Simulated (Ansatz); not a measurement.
Pt under changes of volume

One of the cells (15.080 Å³/atom); the others are scaled copies at fixed shape and fractional positions:

```
CELL_PARAMETERS angstrom
0.00000 1.96090 1.96090
1.96090 0.00000 1.96090
1.96090 1.96090 0.00000
ATOMIC_POSITIONS crystal
Pt 0.00000 0.00000 0.00000
```

```yaml
Program: Ansatz 0.2.0
Functional: PBE
Potentials_or_basis: Ansatz PAW
Cutoff: "420 eV (not typed: the program's choice for these potentials)"
k_mesh: 12 × 12 × 12
Occupations: fermi-dirac, width 0.05 eV
Spin: no spin polarisation
```

| volume (Å³/atom) | energy over the lowest point (meV/atom) | pressure (GPa) |
| --- | --- | --- |
| 14.175 | 133.02 | 32.1 |
| 14.477 | 80.52 | 23.9 |
| 14.778 | ? | ? |
| 15.080 | 17.37 | 10.3 |
| 15.381 | 3.65 | 4.6 |
| 15.683 | 0.00 | -0.5 |
| 15.985 | 5.28 | -4.9 |

Q: What does the run at 14.778 Å³/atom give?

A: Energy over the lowest point 42.51 meV/atom; pressure 16.7 GPa.

Worked out: A Birch-Murnaghan fit of order 3 (a polynomial in V^(-2/3)) to the other rows has its minimum at 15.65 Å³/atom with B0 = V·E''(V) = 250 GPa and B' = 5.2. It gives 42.59 meV/atom at 14.778 Å³/atom, against the run's 42.51, and -dE/dV = 16.6 GPa, against 16.7.

Energies are extrapolated to zero smearing.
